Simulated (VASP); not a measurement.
A run of VASP 6.6.1 is set up as follows.

The input INCAR:

```
SYSTEM = Zr
PREC = Accurate ; ENCUT = 600
EDIFF = 1E-7 ; ISMEAR = 1
SIGMA = 0.1 ; LREAL = .FALSE.
LASPH = .TRUE. ; NELM = 80
ALGO = Normal ; ISIF = 4
LWAVE = .FALSE. ; LCHARG = .FALSE.
GGA = PE ; IVDW = 12
IBRION = 2 ; NSW = 40
EDIFFG = -0.01
```

File KPOINTS:

```
regular mesh
0
G
  15 15 7
  0 0 0
```

POSCAR

```
Zr                                      
1.0
    3.1423086586     -0.0000000000      0.0000000000
   -1.5711543294      2.7213191249     -0.0000000000
    0.0000000000      0.0000000000      5.0413825834
  Zr            
     2
Direct
     0.3333333332999970    0.6666666667000030    0.2500000000000000
     0.6666666667000030    0.3333333332999970    0.7500000000000000
```

Potentials or basis: VASP PAW PBE potentials, release 64 (Zr_sv).

Launch:

```console
$ cat potpaw_PBE.64/Zr_sv/POTCAR > POTCAR
$ mpirun -np 1 vasp_std > vasp.out
```

**Question.** Estimate the dispersion energy per atom.

**Answer.** -0.573 eV.

**Question.** What does it give for the energy gained by relaxing?

**Answer.** 0.1 meV/atom.

Final structure:
```
Zr
1.0
     3.13811    0.00000    0.00000
    -1.56905    2.71768    0.00000
     0.00000    0.00000    5.05490
Zr
2
Direct
  0.33333 0.66667 0.25000
  0.66667 0.33333 0.75000
```
